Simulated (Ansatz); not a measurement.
# Dielectric response of SrO (001) films, part 4 of 4

Wanted: ε of rocksalt SrO (001) by finite fields on slabs, and the band edges against the vacuum where run.

Ansatz 0.2.0; plane-wave DFT, LDA, Ansatz PAW.

So far, gap on the k-mesh (eV): step 2 (relaxing the film, 6 atoms, units 3) 2.55; step 15 (10 atoms, units 5, field 0.05 V/Å) 2.69; step 16 (10 atoms, units 5, field -0.05 V/Å) 2.69; step 18 (16 atoms, units 8) 2.78; step 20 (density of states, 16 atoms, units 8) 2.78.

### Step 21. Single point, 16 atoms, units 8, field 0.1 V/Å

Contents of input.yaml:

```yaml
crystal:
  lattice:
    - [3.64867099, 0.0, 0.0]
    - [0.0, 3.64867099, 0.0]
    - [0.0, 0.0, 36.06]
  atoms:
    - { symbol: Sr, position: [0.5, 0.5, 0.25735746] }
    - { symbol: O, position: [0.0, 0.0, 0.2590696683] }
    - { symbol: Sr, position: [0.0, 0.0, 0.326052511] }
    - { symbol: O, position: [0.5, 0.5, 0.3251993356] }
    - { symbol: Sr, position: [0.5, 0.5, 0.3955769451] }
    - { symbol: O, position: [0.0, 0.0, 0.3959359576] }
    - { symbol: Sr, position: [0.0, 0.0, 0.4652285937] }
    - { symbol: O, position: [0.5, 0.5, 0.4650690698] }
    - { symbol: Sr, position: [0.5, 0.5, 0.5347710741] }
    - { symbol: O, position: [0.0, 0.0, 0.5349305537] }
    - { symbol: Sr, position: [0.0, 0.0, 0.6044228623] }
    - { symbol: O, position: [0.5, 0.5, 0.6040638431] }
    - { symbol: Sr, position: [0.5, 0.5, 0.6739476088] }
    - { symbol: O, position: [0.0, 0.0, 0.6748006584] }
    - { symbol: Sr, position: [0.0, 0.0, 0.7426429115] }
    - { symbol: O, position: [0.5, 0.5, 0.7409309472] }
kpoints:
  mp_grid: { grid: [8, 8, 1] }
hamiltonian:
  xc: lda
scf:
  occupations: { method: fixed }
  convergence: { dr2_threshold: 1.0e-10 }
efield:
  axis: 3
  dipole_correction: true
  ramp_position: 0.97
  ramp_width: 0.06
  amplitude: 0.1
output:
  write_potential: true
  write_density: true
  volumetric_format: npy
```

On the command line:

```
$ ansatz run input.yaml --threads 4 --pin off --max-ram 12288MiB --backend cpu --events-out ev --progress --plain --runs-dir out
```

Numbers of over 12 decimals in the logs are rounded to 6 here.

Log:

```text
[...]
Crystal: 16 atoms, lattice volume = 480.060 Å³
Basis set: ecut = 420 eV, 9377 PW (Γ)
Bands: 80, of which v1, the nominal top of the filled ones, is band 64 counted from 1 (63 counted from 0)
Symmetry: 8 space group operations
k-points: 15 of 64
[...]
k-point 0: bands = [... 60 lower, 2.4184, 2.4828, 2.8216, 2.8216, 5.0530, 5.4977, 5.7269, 5.7547, ... 12 higher]
  k-point 1: bands = [... 60 lower, 2.2621, 2.4200, 2.5657, 2.6602, 5.2459, 5.9236, 5.9391, 6.1717, ... 12 higher]
  k-point 2: bands = [... 60 lower, 2.0150, 2.1640, 2.3020, 2.4403, 5.7492, 6.4561, 7.0102, 7.0790, ... 12 higher]
  k-point 14: bands = [... 60 lower, 2.3854, 2.5873, 2.5873, 2.7052, 5.7503, 5.7503, 6.2918, 6.2918, ... 12 higher]
[key lines of the parts left out:]
SCF converged after 14 iterations
Free energy (F): -32021.322828 eV
Fermi energy:    2.821608 eV
Dipole field:    D = 0.044355 V/Å  (p = 0.117673 e·Å, saw-weighted, corrected)
```

Wall time 31 s (4 threads of Arm Neoverse V1, shared host); peak memory 1.3 GiB.

The dipole is 0.118 e·Å, and the gap on the mesh 2.231 eV.

### Step 22. Atoms held, 16 atoms, units 8, field -0.1 V/Å

input.yaml, as its differences from that of step 21:

```diff
@@ -34,3 +34,3 @@
   ramp_width: 0.06
-  amplitude: 0.1
+  amplitude: -0.1
 output:
```

Log:

```text
[...]
Crystal: 16 atoms, lattice volume = 480.060 Å³
Basis set: ecut = 420 eV, 9377 PW (Γ)
Bands: 80, of which v1, the nominal top of the filled ones, is band 64 counted from 1 (63 counted from 0)
Symmetry: 8 space group operations
k-points: 15 of 64
[...]
k-point 0: bands = [... 60 lower, 2.4184, 2.4828, 2.8216, 2.8216, 5.0531, 5.4977, 5.7269, 5.7547, ... 12 higher]
  k-point 1: bands = [... 60 lower, 2.2621, 2.4200, 2.5657, 2.6602, 5.2461, 5.9236, 5.9391, 6.1717, ... 12 higher]
  k-point 2: bands = [... 60 lower, 2.0150, 2.1640, 2.3020, 2.4403, 5.7494, 6.4561, 7.0102, 7.0793, ... 12 higher]
  k-point 14: bands = [... 60 lower, 2.3854, 2.5873, 2.5873, 2.7052, 5.7503, 5.7503, 6.2918, 6.2918, ... 12 higher]
[key lines of the parts left out:]
SCF converged after 14 iterations
Free energy (F): -32021.322828 eV
Fermi energy:    2.821606 eV
Dipole field:    D = -0.044355 V/Å  (p = -0.117673 e·Å, saw-weighted, corrected)
```

Wall time 31 s (4 threads); peak memory 1.3 GiB; 2 min of CPU time.

The dipole is -0.118 e·Å, and the gap on the mesh 2.232 eV.

### Step 23. Response with the atoms held, 16 atoms, units 8

This step: plane-wave DFT, LDA, Ansatz PAW; response to a field along the normal, atoms held (Ansatz 0.2.0).

Local field over the applied field, running mean. From the potentials at -0.1 and 0.1 V/Å; running mean over 2.58 Å, taken twice. The local field over applied field by z:

```tsv
z (Å)	local field over applied field
5	0.982
6	0.919
7	0.752
8	0.501
9	0.295
10	0.211
11	0.219
12	0.240
13	0.256
14	0.257
15	0.256
16	0.256
17	0.257
18	0.258
19	0.257
20	0.256
21	0.256
22	0.257
23	0.256
24	0.242
25	0.221
26	0.210
27	0.286
28	0.486
29	0.738
30	0.912
31	0.980
```

The induced dipole is that of a conductor 15.99 Å thick.

### Step 24. Relaxing in the field, 16 atoms, units 8, field 0.05 V/Å

This step: plane-wave DFT, LDA, Ansatz PAW (Ansatz 0.2.0).

The same pair of relaxations in the field for this thickness.

input.yaml, as its differences from that of step 22:

```diff
@@ -34,3 +34,6 @@
   ramp_width: 0.06
-  amplitude: -0.1
+  amplitude: 0.05
+relax:
+  f_tol: 0.0006
+  max_steps: 70
 output:
```

Log:

```text
[...]
Crystal: 16 atoms, lattice volume = 480.060 Å³
Basis set: ecut = 420 eV, 9377 PW (Γ)
Bands: 80, of which v1, the nominal top of the filled ones, is band 64 counted from 1 (63 counted from 0)
Symmetry: 8 space group operations
k-points: 15 of 64
[...]
- { symbol: O, position: [0.500000, 0.500000, 0.465030] }
    - { symbol: Sr, position: [0.500000, 0.500000, 0.534809] }
    - { symbol: O, position: [0, 0.0, 0.534894] }
    - { symbol: Sr, position: [0, 0.0, 0.604466] }
    - { symbol: O, position: [0.500000, 0.500000, 0.604025] }
    - { symbol: Sr, position: [0.500000, 0.500000, 0.673982] }
    - { symbol: O, position: [0, 0.0, 0.674777] }
    - { symbol: Sr, position: [0, 0.0, 0.742697] }
    - { symbol: O, position: [0.500000, 0.500000, 0.740893] }
[key lines of the parts left out:]
SCF converged after 8 iterations
Free energy (F): -32021.318755 eV
Fermi energy:    2.634541 eV
Dipole field:    D = 0.027290 V/Å  (p = 0.072400 e·Å, saw-weighted, corrected)
```

It took 92 s on 4 threads; peak memory 1.1 GiB.

The relaxation took 6 steps and lowered the energy by 3.4e-4 eV; the largest force on the free atoms ends at 4.7e-4 eV/Å.

The dipole is 0.0724 e·Å, and the gap on the mesh 2.684 eV.

### Step 25. Field on, atoms free, 16 atoms, units 8, field -0.05 V/Å

The opposite sign, again from the field-free geometry; the difference of the two cancels what relaxes without a field.

input.yaml, as its differences from that of step 24:

```diff
@@ -34,3 +34,3 @@
   ramp_width: 0.06
-  amplitude: 0.05
+  amplitude: -0.05
 relax:
```

Log:

```text
[...]
Crystal: 16 atoms, lattice volume = 480.060 Å³
Basis set: ecut = 420 eV, 9377 PW (Γ)
Bands: 80, of which v1, the nominal top of the filled ones, is band 64 counted from 1 (63 counted from 0)
Symmetry: 8 space group operations
k-points: 15 of 64
[...]
- { symbol: O, position: [0.500000, 0.500000, 0.465106] }
    - { symbol: Sr, position: [0.500000, 0.500000, 0.534736] }
    - { symbol: O, position: [0, 0.0, 0.534970] }
    - { symbol: Sr, position: [0, 0.0, 0.604386] }
    - { symbol: O, position: [0.500000, 0.500000, 0.604109] }
    - { symbol: Sr, position: [0.500000, 0.500000, 0.673923] }
    - { symbol: O, position: [0, 0.0, 0.674834] }
    - { symbol: Sr, position: [0, 0.0, 0.742601] }
    - { symbol: O, position: [0.500000, 0.500000, 0.740983] }
[key lines of the parts left out:]
SCF converged after 8 iterations
Free energy (F): -32021.318755 eV
Fermi energy:    2.634543 eV
Dipole field:    D = -0.027290 V/Å  (p = -0.072400 e·Å, saw-weighted, corrected)
```

Elapsed: 93 s, on 4 threads; peak memory 1.1 GiB.

The relaxation took 6 steps and lowered the energy by 3.4e-4 eV; the largest force on the free atoms ends at 4.8e-4 eV/Å.

The dipole is -0.0724 e·Å, and the gap on the mesh 2.684 eV.

### Step 26. Response with the atoms relaxed, 16 atoms, units 8

This step: plane-wave DFT, LDA, Ansatz PAW; response to a field along the normal, atoms relaxed (Ansatz 0.2.0).

Local field over the applied field, running mean. From the potentials at -0.05 and 0.05 V/Å; running mean over 2.58 Å, taken twice. The local field over applied field by z:

z (Å), local field over applied field and a bar from the least value:
```
        5      0.985 ##############################
        6      0.942 #############################
        7      0.775 ########################
        8      0.411 #############
        9      0.065 ##
       10     -0.006 
       11      0.055 ##
       12      0.109 ###
       13      0.085 ###
       14      0.049 ##
       15      0.051 ##
       16      0.062 ##
       17      0.070 ##
       18      0.071 ##
       19      0.070 ##
       20      0.063 ##
       21      0.052 ##
       22      0.047 ##
       23      0.083 ###
       24      0.108 ###
       25      0.060 ##
       26     -0.003 
       27      0.047 ##
       28      0.390 ############
       29      0.753 #######################
       30      0.939 #############################
       31      0.984 ##############################
```

The induced dipole is that of a conductor 19.68 Å thick.

### Step 27. Electronic ε from the series

This step: plane-wave DFT, LDA, Ansatz PAW; permittivity from the thickness series, atoms held (Ansatz 0.2.0).

Each added layer adds t(1 − 1/ε) to the dipole term, so the slope against thickness gives ε without a choice of where the film ends.

This step gave:

* slope: 0.7436
* intercept of the fit: 2.984 Å
* ε of the interior: 3.900

Equivalent conductor thickness against distance between the outer atoms:

```tsv
distance between the outer atoms (Å)	equivalent conductor thickness (Å)
4.95	6.66
9.97	10.4
17.50	16.0
```

By hand, from the thinnest and the thickest film: slope = (15.994 − 6.659) / (17.499 − 4.948) = 0.744, so ε = 1/(1 − 0.744) = 3.90.

### Step 28. Static ε from the series

This step: plane-wave DFT, LDA, Ansatz PAW; permittivity from the thickness series, atoms relaxed (Ansatz 0.2.0).

The same fit for the relaxed films. The nearer its slope lies to 1, the more ε hangs on small errors.

This step gave:

```yaml
slope: 0.9289
intercept_of_the_fit: 3.417 Å
eps_of_the_interior: 14.06
```

Equivalent conductor thickness against distance between the outer atoms:

```tsv
distance between the outer atoms (Å)	equivalent conductor thickness (Å)
4.95	8.03
9.97	12.7
17.50	19.7
```

By hand, from the thinnest and the thickest film: slope = (19.682 − 8.027) / (17.500 − 4.948) = 0.929, so ε = 1/(1 − 0.929) = 14.0. One nm of such a film has the capacitance of 3.9/14.0 = 0.28 nm of SiO₂ (its equivalent oxide thickness).

### Step 29. Varying the input

This step: plane-wave DFT, LDA, Ansatz PAW (Ansatz 0.2.0).

System of this step: SrO (001), 3 units. The cell holds 6 atoms: 3 Sr and 3 O. Cell: a = 3.649 Å, b = 3.649 Å, c = 23.160 Å, α = 90.0°, β = 90.0°, γ = 90.0°. It derives from SrO (rocksalt SrO). Vacuum lies along c.

An input spoilt on purpose, to show how the run answers: it repeats the earlier run at 0.1 V/Å, 3 units with efield.ramp_width from 0.06 to 0.9, and scf.max_iter set to 50.

Contents of input.yaml:

```yaml
crystal:
  lattice:
    - [3.64867099, 0.0, 0.0]
    - [0.0, 3.64867099, 0.0]
    - [0.0, 0.0, 23.16]
  atoms:
    - { symbol: Sr, position: [0.5, 0.5, 0.393188395] }
    - { symbol: O, position: [0.0, 0.0, 0.3951562051] }
    - { symbol: Sr, position: [0.0, 0.0, 0.4999999973] }
    - { symbol: O, position: [0.5, 0.5, 0.500000001] }
    - { symbol: Sr, position: [0.5, 0.5, 0.6068116122] }
    - { symbol: O, position: [0.0, 0.0, 0.6048437894] }
kpoints:
  mp_grid: { grid: [8, 8, 1] }
hamiltonian:
  xc: lda
scf:
  occupations: { method: fixed }
  convergence: { dr2_threshold: 1.0e-10 }
  max_iter: 50
efield:
  axis: 3
  dipole_correction: true
  ramp_position: 0.97
  ramp_width: 0.9
  amplitude: 0.1
output:
  write_potential: true
  write_density: true
  volumetric_format: npy
```

Log:

```text
Engine: ansatz 0.2.0, aarch64-unknown-linux-gnu
Pseudopotentials: kind: paw
Pseudopotential: Sr, paw, valence charge 10, recommended cutoff 420 eV (normal), Sr.paw.azcp
Pseudopotential: O, paw, valence charge 6, recommended cutoff 420 eV (normal), O.paw.azcp
Functional definition: SPW92
  exchange = slater_x
  correlation = pw_c
Crystal: 6 atoms, lattice volume = 308.324 Å³
Basis set: ecut = 420 eV, 6053 PW (Γ)
Bands: 30, of which v1, the nominal top of the filled ones, is band 24 counted from 1 (23 counted from 0)
Symmetry: 8 space group operations
k-points: 15 of 64
Non-local potential: Sr, projectors of the file, l = 0: 3, l = 1: 2, l = 2: 2
Non-local potential: O, projectors of the file, l = 0: 2, l = 1: 2, l = 2: 1
PAW form: soft (Blöchl's): semilocal exchange-correlation on the pseudo side does not see the compensation charge
PAW frozen core: Sr, regenerated for the run's functional, and the local potential with it (the file was generated under x = pbe(κ = 0.804, μ = 0.219515), c = pbe(β = 0.066725))
PAW frozen core: O, regenerated for the run's functional, and the local potential with it (the file was generated under x = pbe(κ = 0.804, μ = 0.219515), c = pbe(β = 0.066725))
PAW one-centre angular grid: Sr, 110 points (default); XC on 64 Gauss nodes
PAW one-centre angular grid: O, 110 points (default); XC on 64 Gauss nodes
Initial density: superposition of atomic densities (neutral atoms: chi_scale 0, normalization atom, screened)
Initial wavefunctions: pseudopotential atomic-orbital guess
Functional: x = slater, c = lda
Error: efield: ion 0 (Sr) at fractional coordinate 0.3932 along the field axis lies inside the sawtooth ramp with 2 of the planes that the density is read on at each end, [0.9575, 0.8825] — the ramp must sit in vacuum (an ion there feels the fictitious reversed slope); set or move the ramp (efield.ramp_position / ramp_width) or move the geometry
```

It took 0.18 s on 4 threads; peak memory 0.26 GiB.

The program refused the input before any cycle.

The program's message: “Error: efield: ion 0 (Sr) at fractional coordinate 0.3932 along the field axis lies inside the sawtooth ramp with 2 of the planes that the density is read on at each end, [0.9575, 0.8825] — the ramp m …”

The fault put into the input: a ramp so wide that it reaches the atoms.

### Step 30. The same run with other settings

An input spoilt on purpose, to show how the run answers: it repeats the earlier run at 0.1 V/Å, 3 units with efield.ramp_position from 0.97 to 0.475, and scf.max_iter set to 50.

input.yaml, as its differences from that of step 29:

```diff
@@ -23,4 +23,4 @@
   dipole_correction: true
-  ramp_position: 0.97
-  ramp_width: 0.9
+  ramp_position: 0.475
+  ramp_width: 0.06
   amplitude: 0.1
```

Log:

```text
Engine: ansatz 0.2.0, aarch64-unknown-linux-gnu
Pseudopotentials: kind: paw
Pseudopotential: Sr, paw, valence charge 10, recommended cutoff 420 eV (normal), Sr.paw.azcp
Pseudopotential: O, paw, valence charge 6, recommended cutoff 420 eV (normal), O.paw.azcp
Functional definition: SPW92
  exchange = slater_x
  correlation = pw_c
Crystal: 6 atoms, lattice volume = 308.324 Å³
Basis set: ecut = 420 eV, 6053 PW (Γ)
Bands: 30, of which v1, the nominal top of the filled ones, is band 24 counted from 1 (23 counted from 0)
Symmetry: 8 space group operations
k-points: 15 of 64
Non-local potential: Sr, projectors of the file, l = 0: 3, l = 1: 2, l = 2: 2
Non-local potential: O, projectors of the file, l = 0: 2, l = 1: 2, l = 2: 1
PAW form: soft (Blöchl's): semilocal exchange-correlation on the pseudo side does not see the compensation charge
PAW frozen core: Sr, regenerated for the run's functional, and the local potential with it (the file was generated under x = pbe(κ = 0.804, μ = 0.219515), c = pbe(β = 0.066725))
PAW frozen core: O, regenerated for the run's functional, and the local potential with it (the file was generated under x = pbe(κ = 0.804, μ = 0.219515), c = pbe(β = 0.066725))
PAW one-centre angular grid: Sr, 110 points (default); XC on 64 Gauss nodes
PAW one-centre angular grid: O, 110 points (default); XC on 64 Gauss nodes
Initial density: superposition of atomic densities (neutral atoms: chi_scale 0, normalization atom, screened)
Initial wavefunctions: pseudopotential atomic-orbital guess
Functional: x = slater, c = lda
Error: efield: ion 2 (Sr) at fractional coordinate 0.5000 along the field axis lies inside the sawtooth ramp with 2 of the planes that the density is read on at each end, [0.4625, 0.5475] — the ramp must sit in vacuum (an ion there feels the fictitious reversed slope); set or move the ramp (efield.ramp_position / ramp_width) or move the geometry
```

Run time: 0.18 s. Hardware: 4 threads; peak memory 0.26 GiB.

The program refused the input before any cycle.

The program's message: “Error: efield: ion 2 (Sr) at fractional coordinate 0.5000 along the field axis lies inside the sawtooth ramp with 2 of the planes that the density is read on at each end, [0.4625, 0.5475] — the ramp m …”

The fault put into the input: the ramp among the atoms.

### Step 31. Summary of results

```
electronic ε from the thickness series : 3.90
static ε from the thickness series     : 14.1
local electronic ε, middle of 8 units  : 3.88
```

What this shows: The films give an electronic ε of 3.90 and a static ε of 14.1. The slope of the series and the field inside the thickest film give 3.90 and 3.88, in agreement. Ions raise ε from 3.90 to 14.1. The in-plane lattice constants are held at typed bulk values. Semilocal functionals tend to overestimate the electronic ε a little.

[Logs are printed without paths, hosts, clocks, repeated set-up lines and the standing remarks that a program may print on its own settings, such as how far it seeks lower states.]

[Hosts, paths, dates, database ids (printed as entryN), source tags and the programs' standing remarks are cut or masked in the printed files.]

[Maps of the electrostatic potential energy from Ansatz leave out the sawtooth potential of an applied field or a dipole correction, so their vacuum need not be flat; planar profiles and work functions include it.]
